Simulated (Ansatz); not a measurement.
# AlGa3N4: rattled cells

This session takes AlGa3N4 and sets out to compute energies and forces of randomly disturbed cells.

Program: Ansatz 0.2.0. Level of theory: DFT PBEsol, scalar-relativistic, plane waves, PAW. These are calculated values, not measurements.

1 further run of the same task is left out (set aside as unsound or not needed). Runs told in other sessions of the task aren't counted.

### Step 1. The structure to begin with

The structure is cubic, space group P-43m (No. 215). Conventional cell: a = 4.468 Å, b = 4.468 Å, c = 4.468 Å, α = 90.00°, β = 90.00°, γ = 90.00°. Around Al (site symmetry -43m) lie 4 N at 1.90 Å. Ga (site symmetry -42m) has 4 N at 1.95 Å in its first shell of neighbours. N (site symmetry 3m) has 1 Al at 1.90 Å and 3 Ga at 1.95 Å in its first shell of neighbours.

Coordinates:

```
CELL_PARAMETERS angstrom
4.46763 0.00000 0.00000
0.00000 4.46763 0.00000
0.00000 0.00000 4.46763
ATOMIC_POSITIONS crystal
Al 0.00000 0.00000 0.00000
Ga 0.50000 0.50000 0.00000
Ga 0.50000 0.00000 0.50000
Ga 0.00000 0.50000 0.50000
N 0.75503 0.75503 0.24497
N 0.75503 0.24497 0.75503
N 0.24497 0.75503 0.75503
N 0.24497 0.24497 0.24497
```

It goes back to an entry of the Materials Project, which need not be the stable form.

This cell was relaxed beforehand with the same method: volume 11.15 Å³/atom, gap on the mesh 2.29 eV.

### Step 2. Zero of energy

Reference values: F = -13274.4094 eV; pressure -0.01 GPa; largest force 0.000 eV/Å; gap on the mesh 2.29 eV. It was computed beforehand with the settings of the runs below.

### Step 3. The scan: rattled cells

All atoms are moved at random with no net shift, in some cells together with a random strain.

### Step 4. At rms move = 0.194 Å

input.yaml reads:

```yaml
crystal:
  lattice:
    - [4.4759614126, -0.0379397427, 0.1012374224]
    - [-0.0379397427, 4.4686517709, -0.0353215436]
    - [0.1012374224, -0.0353215436, 4.4629822527]
  atoms:
    - { symbol: Al, position: [-0.0192608172, 0.0301336359, 0.0269951356] }
    - { symbol: Ga, position: [0.4656441302, 0.5039659464, -0.0105136038] }
    - { symbol: Ga, position: [0.5043677348, 0.028271936, 0.5385611639] }
    - { symbol: Ga, position: [0.0217701154, 0.5241312566, 0.4759232983] }
    - { symbol: "N", position: [0.7756646668, 0.7445790118, 0.2375333374] }
    - { symbol: "N", position: [0.7230558988, 0.2283421401, 0.7404365936] }
    - { symbol: "N", position: [0.2551737162, 0.7334841902, 0.7128859982] }
    - { symbol: "N", position: [0.273584555, 0.207091883, 0.2781780768] }
basis:
  ecutwfc: 420
kpoints:
  mp_grid: { grid: [6, 6, 6] }
hamiltonian:
  xc: pbesol
scf:
  occupations: { method: gaussian, width: 0.05 }
output:
  forces: true
  stress: true
  eigenvalues: true
```

The run is started by

```
> ansatz run input.yaml --threads 2 --pin off --max-ram 5120MiB --backend cpu --events-out ev --progress --plain --runs-dir out
```

Log, shortened:

```text
Warning: RAYON_NUM_THREADS=2 ignored (pool sized by the plan → 2); use --threads N
[...]
Pseudopotentials: kind: paw
Pseudopotential: Al, paw, valence charge 3, recommended cutoff 420 eV (normal), Al.paw.azcp
Pseudopotential: Ga, paw, valence charge 13, recommended cutoff 420 eV (normal), Ga.paw.azcp
Pseudopotential: N, paw, valence charge 5, recommended cutoff 420 eV (normal), N.paw.azcp
Functional definition: PBEsol
[...]
Crystal: 8 atoms, lattice volume = 89.209 Å³
Basis set: ecut = 420 eV, 1761 PW (Γ), exchange–correlation on 60×60×60 points (8 copies of the dense FFT grid, shifted against one another)
Bands: 39, of which v1, the nominal top of the filled ones, is band 31 counted from 1 (30 counted from 0)
Symmetry: 1 space group operations
Space group: P1 (ITA 1), of the structure as read, at distance tolerance 4.5e-5 Å
k-points: 112 of 216 (time reversal used)
[...]
SCF iter   1: F=—  HF=-13271.255749 eV  |F-HF|=—  |Δ(HF+E_count)|=         —  Δρ=1.16e-2  dr2=1.18e-1  ethr=1.77e-3  ⟨swp⟩=6.5  Hψ=18172  notcnv=0  defer=5
[...]
SCF iter   7: F=-13271.222988 eV  HF=-13271.222988 eV  |F-HF|=3.51e-8  |Δ(HF+E_count)|=   1.05e-7  Δρ=9.75e-6  dr2=6.63e-8  ethr=1.61e-10  ⟨swp⟩=9.6  Hψ=19195  notcnv=0
[...]
SCF converged after 7 iterations
Free energy (F): -13271.222988 eV
[...]
E sigma→0 (E₀):  -13271.222988 eV
Fermi energy:    10.134236 eV
[...]
--- Forces (eV/Å), atoms counted from 1 ---
  atom   1  Al     0.55191622    -0.98912466    -1.65323444
  atom   2  Ga     2.00619907    -0.01961042     0.77190911
  atom   3  Ga    -2.74379706    -6.02280512    -4.68804558
  atom   4  Ga    -2.09739855    -2.24524608    -0.22517652
  atom   5  N     -1.87183369    -0.14993727    -0.32973414
  atom   6  N      6.79987989     5.28356327     5.80049431
  atom   7  N      0.07908692     1.63545247     3.66329709
  atom   8  N     -2.72408033     2.50769508    -3.33952641
[...]
--- Stress (GPa, compression-positive) ---
       11.189417      12.110470       6.907601
       12.110444       8.938293       6.967408
        6.907617       6.967404      11.187791
  P = ⅓ Tr σ = 10.4385 GPa (104.385 kbar)
--- Band table (eV; the first three rows and the last of 112) ---
[...]
```

It took 36 s on 2 threads of Intel Xeon at 2.50GHz (Skylake/Cascade Lake), shared host; peak memory 0.56 GiB.

### Step 5. Point rms move = 0.273 Å

input.yaml reads:

```yaml
crystal:
  lattice:
    - [4.6470631552, 0.0333332607, 0.0550209537]
    - [0.0333332607, 4.4611148203, -0.0805217821]
    - [0.0550209537, -0.0805217821, 4.4523806203]
  atoms:
    - { symbol: Al, position: [-0.0166520644, 0.0057612024, -0.0244366833] }
    - { symbol: Ga, position: [0.5110411563, 0.4728686483, 0.0532136437] }
    - { symbol: Ga, position: [0.5011187819, -0.0325781674, 0.5199398334] }
    - { symbol: Ga, position: [0.0369517227, 0.4454674166, 0.5317516574] }
    - { symbol: "N", position: [0.7731946932, 0.7847725623, 0.1769428236] }
    - { symbol: "N", position: [0.7498834894, 0.2798446879, 0.7464819183] }
    - { symbol: "N", position: [0.2121959353, 0.7905003959, 0.6868383245] }
    - { symbol: "N", position: [0.2322662855, 0.2533632539, 0.3092684825] }
basis:
  ecutwfc: 420
kpoints:
  mp_grid: { grid: [6, 6, 6] }
hamiltonian:
  xc: pbesol
scf:
  occupations: { method: gaussian, width: 0.05 }
output:
  forces: true
  stress: true
  eigenvalues: true
```

The run is started by

```
> ansatz run input.yaml --threads 2 --pin off --max-ram 5120MiB --backend cpu --events-out ev --progress --plain --runs-dir out
```

Log, shortened:

```text
Warning: RAYON_NUM_THREADS=2 ignored (pool sized by the plan → 2); use --threads N
[...]
Pseudopotentials: kind: paw
Pseudopotential: Al, paw, valence charge 3, recommended cutoff 420 eV (normal), Al.paw.azcp
Pseudopotential: Ga, paw, valence charge 13, recommended cutoff 420 eV (normal), Ga.paw.azcp
Pseudopotential: N, paw, valence charge 5, recommended cutoff 420 eV (normal), N.paw.azcp
Functional definition: PBEsol
[...]
Crystal: 8 atoms, lattice volume = 92.254 Å³
Basis set: ecut = 420 eV, 1817 PW (Γ), exchange–correlation on 64×60×60 points (8 copies of the dense FFT grid, shifted against one another)
Bands: 39, of which v1, the nominal top of the filled ones, is band 31 counted from 1 (30 counted from 0)
Symmetry: 1 space group operations
Space group: P1 (ITA 1), of the structure as read, at distance tolerance 4.5e-5 Å
k-points: 112 of 216 (time reversal used)
[...]
SCF converged after 8 iterations
Free energy (F): -13269.234437 eV
[...]
E sigma→0 (E₀):  -13269.234437 eV
Fermi energy:    9.515672 eV
[...]
--- Forces (eV/Å), atoms counted from 1 ---
  atom   1  Al     2.57609840     1.97321446    -1.14881878
  atom   2  Ga    -0.03568012     1.22249627    -0.40908580
  atom   3  Ga     3.25386303     1.91085491    -2.57435997
  atom   4  Ga    -6.21882283     8.01110685     5.38920368
  atom   5  N     -4.29223371    -2.95298675     4.24776304
  atom   6  N     -1.54341816    -2.22944172     1.11670560
  atom   7  N     -1.24832012    -1.62795523     3.66658630
  atom   8  N      7.50848408    -6.30732662   -10.28800599
[...]
--- Stress (GPa, compression-positive) ---
       11.879742      -5.031988     -19.537750
       -5.031981      15.479707       5.398989
      -19.537744       5.398989      13.599242
  P = ⅓ Tr σ = 13.6529 GPa (136.529 kbar)
--- Band table (eV; the first three rows and the last of 112) ---
[...]
```

It took 40 s on 2 threads of Intel Xeon at 2.50GHz (Skylake/Cascade Lake), shared host; peak memory 0.57 GiB.

### Step 6. Point rms move = 0.252 Å

input.yaml reads:

```yaml
crystal:
  lattice:
    - [4.4422682785, -0.0177284762, -0.0206740714]
    - [-0.0177284762, 4.4168331358, 0.0175647879]
    - [-0.0206740714, 0.0175647879, 4.508528304]
  atoms:
    - { symbol: Al, position: [0.0234540835, 0.0103748966, 0.0483085376] }
    - { symbol: Ga, position: [0.5063568157, 0.5095992426, 0.0052937904] }
    - { symbol: Ga, position: [0.4607265183, -0.0097858946, 0.5111078894] }
    - { symbol: Ga, position: [0.0539865203, 0.5036336861, 0.5605383853] }
    - { symbol: "N", position: [0.7431572378, 0.7519779332, 0.2253926708] }
    - { symbol: "N", position: [0.7753301098, 0.2940477499, 0.6725672045] }
    - { symbol: "N", position: [0.2152331311, 0.7122222997, 0.7391720189] }
    - { symbol: "N", position: [0.2217555835, 0.2279300865, 0.2376195031] }
basis:
  ecutwfc: 420
kpoints:
  mp_grid: { grid: [6, 6, 6] }
hamiltonian:
  xc: pbesol
scf:
  occupations: { method: gaussian, width: 0.05 }
output:
  forces: true
  stress: true
  eigenvalues: true
```

The run is started by

```
> ansatz run input.yaml --threads 2 --pin off --max-ram 5120MiB --backend cpu --events-out ev --progress --plain --runs-dir out
```

Log, shortened:

```text
Warning: RAYON_NUM_THREADS=2 ignored (pool sized by the plan → 2); use --threads N
[...]
Pseudopotentials: kind: paw
Pseudopotential: Al, paw, valence charge 3, recommended cutoff 420 eV (normal), Al.paw.azcp
Pseudopotential: Ga, paw, valence charge 13, recommended cutoff 420 eV (normal), Ga.paw.azcp
Pseudopotential: N, paw, valence charge 5, recommended cutoff 420 eV (normal), N.paw.azcp
Functional definition: PBEsol
[...]
Crystal: 8 atoms, lattice volume = 88.456 Å³
Basis set: ecut = 420 eV, 1753 PW (Γ), exchange–correlation on 60×60×64 points (8 copies of the dense FFT grid, shifted against one another)
Bands: 39, of which v1, the nominal top of the filled ones, is band 31 counted from 1 (30 counted from 0)
Symmetry: 1 space group operations
Space group: P1 (ITA 1), of the structure as read, at distance tolerance 4.5e-5 Å
k-points: 112 of 216 (time reversal used)
[...]
SCF converged after 8 iterations
Free energy (F): -13265.364526 eV
[...]
E sigma→0 (E₀):  -13265.364526 eV
Fermi energy:    10.289554 eV
[...]
--- Forces (eV/Å), atoms counted from 1 ---
  atom   1  Al    -7.11724447    -5.99692835    -6.95125732
  atom   2  Ga     0.46995993    -1.90868054    -1.07385565
  atom   3  Ga     3.48431615     0.55073144    -0.87460626
  atom   4  Ga    -9.75741138   -12.54900083   -17.98115696
  atom   5  N      0.59610561     1.75879478     1.57336116
  atom   6  N     -7.70080975    -6.62976293     5.49089525
  atom   7  N     13.83050993    18.48442182    15.27529920
  atom   8  N      6.19454170     6.29046036     4.54133422
[...]
--- Stress (GPa, compression-positive) ---
       34.568939      41.132693      26.500993
       41.132729      44.938597      26.845662
       26.501011      26.845647      25.664580
  P = ⅓ Tr σ = 35.0574 GPa (350.574 kbar)
--- Band table (eV; the first three rows and the last of 112) ---
[...]
```

Run time: 36 s. Hardware: 2 threads of Intel Xeon at 2.50GHz (Skylake/Cascade Lake), shared host; peak memory 0.56 GiB.

### Step 7. A run with other settings

input.yaml: that of step 6 with these lines changed.

```diff
@@ -15,3 +15,3 @@
 basis:
-  ecutwfc: 420
+  ecutwfc: "120 eV"
 kpoints:
@@ -22,5 +22,6 @@
   occupations: { method: gaussian, width: 0.05 }
+  max_iter: 50
 output:
   forces: true
+  eigenvalues: true
   stress: true
-  eigenvalues: true
```

The run is started by

```
> ansatz run input.yaml --threads 2 --pin off --max-ram 5120MiB --backend cpu --events-out ev --progress --plain --runs-dir out
```

Log, shortened:

```text
Warning: basis.ecutwfc = 120 eV is below the records' recommended 420 eV, and the density's cutoff is lower with it unless basis.ecutrho_ratio is high enough to keep the records' density cutoff: compare with a run at a higher cutoff
Warning: RAYON_NUM_THREADS=2 ignored (pool sized by the plan → 2); use --threads N
[...]
Pseudopotentials: kind: paw
Pseudopotential: Al, paw, valence charge 3, recommended cutoff 420 eV (normal), Al.paw.azcp
Pseudopotential: Ga, paw, valence charge 13, recommended cutoff 420 eV (normal), Ga.paw.azcp
Pseudopotential: N, paw, valence charge 5, recommended cutoff 420 eV (normal), N.paw.azcp
Functional definition: PBEsol
[...]
Crystal: 8 atoms, lattice volume = 88.456 Å³
Basis set: ecut = 120 eV, 253 PW (Γ), exchange–correlation on 32×32×36 points (8 copies of the dense FFT grid, shifted against one another)
Bands: 39, of which v1, the nominal top of the filled ones, is band 31 counted from 1 (30 counted from 0)
Symmetry: 1 space group operations
[...]
SCF iter  10: F=-12936.778935 eV  HF=-12936.778935 eV  |F-HF|=1.86e-8  |Δ(HF+E_count)|=   5.47e-9  Δρ=5.35e-6  dr2=3.15e-8  ethr=1.61e-10  ⟨swp⟩=10.1  Hψ=17627  notcnv=0
[...]
SCF converged after 10 iterations
Free energy (F): -12936.778935 eV
[...]
E sigma→0 (E₀):  -12936.778885 eV
Entropy (-TS):   -0.000098 eV (-0.012 meV/atom)
Fermi energy:    10.523751 eV
[...]
--- Forces (eV/Å), atoms counted from 1 ---
  atom   1  Al    -9.20119968    -8.55253839    -8.63952109
  atom   2  Ga     1.54815295    -0.97313755    -0.79396518
  atom   3  Ga     2.92474191     0.20446692    -2.64554306
  atom   4  Ga   -15.94472470   -19.62916181   -24.03147900
  atom   5  N     -1.31887950     0.20190111     2.30473246
  atom   6  N     -8.33493692    -5.10481468     3.80774760
  atom   7  N     20.34058809    23.37592052    20.13935064
  atom   8  N      9.98611103    10.47732403     9.85864479
[...]
--- Stress (GPa, compression-positive) ---
       22.509773      51.322686      48.828318
       51.322694      25.715313      40.306430
       48.828334      40.306435      13.080857
  P = ⅓ Tr σ = 20.4353 GPa (204.353 kbar)
--- Band table (eV; the first three rows and the last of 112) ---
[...]
```

Run time: 13 s. Hardware: 2 threads of Intel Xeon at 2.50GHz (Skylake/Cascade Lake), shared host; peak memory 0.39 GiB.

### Step 8. Can this result be trusted?

The run converged and reported no error, with warnings (cutoff below recommended). It gives a largest force of 37.0 eV/Å, far from the sound run.

In the input, basis.ecutwfc is 120 eV. The basis cutoff is far too low: the plane waves can't represent the orbitals near the cores. The potentials' recommended cutoff is 420 eV.

To undo it: set basis.ecutwfc to 420.

```csv
run,ending,energy change,pressure (GPa),gap (eV),force (eV/Å),cycles,time
step 6,converged,0,35.1,1.35,27.68,8,36 s
altered,converged,+41.07 eV/atom,20.4,0.12,36.96,10,13 s
```

Changing the cutoff moves the energy by +41.07 eV/atom, and the pressure goes from 35.1 to 20.4 GPa, the gap on the mesh goes from 1.35 to 0.12 eV and the largest force goes from 27.68 to 36.96 eV/Å. The lower cutoff gives the higher energy: the smaller basis describes the state less well. The log warns that the cutoff is under what these potentials recommend, so the shift is basis error. Cost: 10 SCF cycles against 8, 13 s against 36 s.

### Step 9. Point rms move = 0.502 Å

input.yaml reads:

```yaml
crystal:
  lattice:
    - [3.9371310775, -0.0371873133, 0.1301911322]
    - [-0.0371873133, 4.1568034861, 0.0865100645]
    - [0.1301911322, 0.0865100645, 4.243428893]
  atoms:
    - { symbol: Al, position: [0.0278877652, 0.0635710264, 0.0145468225] }
    - { symbol: Ga, position: [0.5296701859, 0.5980257806, 0.0673590948] }
    - { symbol: Ga, position: [0.4942104999, 0.0651659387, 0.4642118403] }
    - { symbol: Ga, position: [-0.0676428047, 0.3894642818, 0.4308086697] }
    - { symbol: "N", position: [0.7831713562, 0.7690099266, 0.185125425] }
    - { symbol: "N", position: [0.7237268881, 0.1658279558, 0.6498062246] }
    - { symbol: "N", position: [0.3193512316, 0.7144377072, 0.8113694474] }
    - { symbol: "N", position: [0.1896248778, 0.2344973829, 0.3767724758] }
basis:
  ecutwfc: 420
kpoints:
  mp_grid: { grid: [6, 6, 6] }
hamiltonian:
  xc: pbesol
scf:
  occupations: { method: gaussian, width: 0.05 }
output:
  forces: true
  stress: true
  eigenvalues: true
```

The run is started by

```
> ansatz run input.yaml --threads 2 --pin off --max-ram 5120MiB --backend cpu --events-out ev --progress --plain --runs-dir out
```

Log, shortened:

```text
Warning: RAYON_NUM_THREADS=2 ignored (pool sized by the plan → 2); use --threads N
[...]
Pseudopotentials: kind: paw
Pseudopotential: Al, paw, valence charge 3, recommended cutoff 420 eV (normal), Al.paw.azcp
Pseudopotential: Ga, paw, valence charge 13, recommended cutoff 420 eV (normal), Ga.paw.azcp
Pseudopotential: N, paw, valence charge 5, recommended cutoff 420 eV (normal), N.paw.azcp
Functional definition: PBEsol
[...]
Crystal: 8 atoms, lattice volume = 69.341 Å³
Basis set: ecut = 420 eV, 1355 PW (Γ), exchange–correlation on 54×60×60 points (8 copies of the dense FFT grid, shifted against one another)
Bands: 39, of which v1, the nominal top of the filled ones, is band 31 counted from 1 (30 counted from 0)
Symmetry: 1 space group operations
Space group: P1 (ITA 1), of the structure as read, at distance tolerance 4.1e-5 Å
k-points: 112 of 216 (time reversal used)
[...]
SCF converged after 9 iterations
Free energy (F): -13229.068423 eV
[...]
E sigma→0 (E₀):  -13229.068422 eV
Entropy (-TS):   -0.000003 eV (-0.000 meV/atom)
Fermi energy:    14.428114 eV
[...]
--- Forces (eV/Å), atoms counted from 1 ---
  atom   1  Al     2.88439696    -1.09440905    -6.60693289
  atom   2  Ga   -17.37784814   -22.34575859    -5.91971844
  atom   3  Ga   -17.51926306   -26.62279326   -17.99297887
  atom   4  Ga   -39.72580125    49.34629313     5.49820224
  atom   5  N     23.64679759    14.19059066    18.23145342
  atom   6  N     21.28528499     5.76422344    40.99835953
  atom   7  N    -12.98028028     5.22075550   -12.99462883
  atom   8  N     39.78673023   -24.45897652   -21.21382081
[...]
--- Stress (GPa, compression-positive) ---
      409.502634      -7.998692      73.562011
       -7.998718     177.238333      25.342294
       73.562014      25.342299     174.610997
  P = ⅓ Tr σ = 253.7840 GPa (2537.840 kbar)
--- Band table (eV; the first three rows and the last of 112) ---
[...]
```

It took 39 s on 2 threads of Intel Xeon at 2.50GHz (Skylake/Cascade Lake), shared host; peak memory 0.51 GiB.

### Step 10. The same system, input altered

input.yaml: that of step 9 with these lines changed.

```diff
@@ -22,5 +22,7 @@
   occupations: { method: gaussian, width: 0.05 }
+  max_iter: 100
 output:
   forces: true
+  eigenvalues: true
   stress: true
-  eigenvalues: true
+total_charge: 10
```

The run is started by

```
> ansatz run input.yaml --threads 2 --pin off --max-ram 5120MiB --backend cpu --events-out ev --progress --plain --runs-dir out
```

Log, shortened:

```text
Warning: RAYON_NUM_THREADS=2 ignored (pool sized by the plan → 2); use --threads N
[...]
Pseudopotentials: kind: paw
Pseudopotential: Al, paw, valence charge 3, recommended cutoff 420 eV (normal), Al.paw.azcp
Pseudopotential: Ga, paw, valence charge 13, recommended cutoff 420 eV (normal), Ga.paw.azcp
Pseudopotential: N, paw, valence charge 5, recommended cutoff 420 eV (normal), N.paw.azcp
Functional definition: PBEsol
[...]
Crystal: 8 atoms, lattice volume = 69.341 Å³
Basis set: ecut = 420 eV, 1355 PW (Γ), exchange–correlation on 54×60×60 points (8 copies of the dense FFT grid, shifted against one another)
Bands: 34, of which v1, the nominal top of the filled ones, is band 26 counted from 1 (25 counted from 0)
Symmetry: 1 space group operations
Space group: P1 (ITA 1), of the structure as read, at distance tolerance 4.1e-5 Å
k-points: 112 of 216 (time reversal used)
[...]
SCF converged after 16 iterations
Free energy (F): -13341.744175 eV
[...]
E sigma→0 (E₀):  -13341.742246 eV
Entropy (-TS):   -0.003858 eV (-0.482 meV/atom)
Fermi energy:    8.503203 eV
[...]
--- Forces (eV/Å), atoms counted from 1 ---
  atom   1  Al     3.93951093     3.62704301    -7.53634869
  atom   2  Ga   -16.07752653   -24.77533226    -3.12998137
  atom   3  Ga   -18.19641039   -26.33245566   -18.13294838
  atom   4  Ga   -37.65754775    50.45908970     6.07036799
  atom   5  N     22.09650126    13.50532763    15.81954699
  atom   6  N     19.24978653     2.48037372    36.18194142
  atom   7  N    -10.40723171     4.22713599   -15.09458828
  atom   8  N     37.05296438   -23.19111513   -14.17774756
[...]
--- Stress (GPa, compression-positive) ---
      502.442964     -12.574164      88.503668
      -12.574166     314.867097      12.793973
       88.503667      12.793971     299.486205
  P = ⅓ Tr σ = 372.2654 GPa (3722.654 kbar)
--- Band table (eV; the first three rows and the last of 112) ---
[...]
```

It took 54 s on 2 threads of Intel Xeon at 2.50GHz (Skylake/Cascade Lake), shared host; peak memory 0.49 GiB.

### Step 11. Can this result be trusted?

The program finished normally. It gives a pressure of 372 GPa, far from the sound run.

In the input, total_charge is 10. The typed charge changes the electron count, so this is no longer the system that was meant.

To undo it: delete total_charge (the default then holds).

```csv
run,ending,energy change,pressure (GPa),gap (eV),force (eV/Å),cycles,time
step 9,converged,-,253.8,0.23,63.59,9,39 s
altered,converged,not comparable,372.3,0.00,63.25,16,54 s
```

Total energies don't compare across a change of charge; the pressure goes from 253.8 to 372.3 GPa, the Fermi level moves into a band, so no gap parts filled from empty levels (it was 0.23 eV) and the largest force goes from 63.59 to 63.25 eV/Å. A charged periodic cell is neutralised by a uniform background, so its energy and pressure also depend on the cell's size.

### Step 12. Results of the scan

The scan, with free energies counted from the undisturbed cell:

```csv
rms move (Å),ΔE (meV/atom),largest force (eV/Å),shortest distance (Å),pressure (GPa),gap on the mesh (eV)
0.000,0.0,0.00,1.90,0.0,2.29
0.194,398.3,10.38,1.61,10.4,1.50
0.252,1130.6,27.68,1.42,35.1,1.35
0.273,646.9,14.21,1.55,13.7,1.25
0.502,5667.6,63.59,1.23,253.8,0.23
```

### Step 13. Outcome

| quantity | value |
| --- | --- |
| costliest cell | 5667.6 meV/atom at an rms move of 0.502 Å |
| step 7, run with ecutwfc 120 eV (against step 6) | converged, 10 SCF cycles; not a sound result |
| step 10, run with total_charge 10 (against step 9) | converged, 16 SCF cycles; not a sound result |

What this shows: The cost runs from 398.3 to 5667.6 meV/atom. Energy over the square of the rms move lies between 8.7 and 22.5 eV/Å² per atom; a harmonic solid under isotropic random moves would keep it roughly constant, while strain and close contacts change it. The gap on the mesh stays between 0.23 and 2.29 eV. Where forces pass 15 eV/Å atoms stand far too close, the PAW spheres overlap strongly and those numbers are rough.
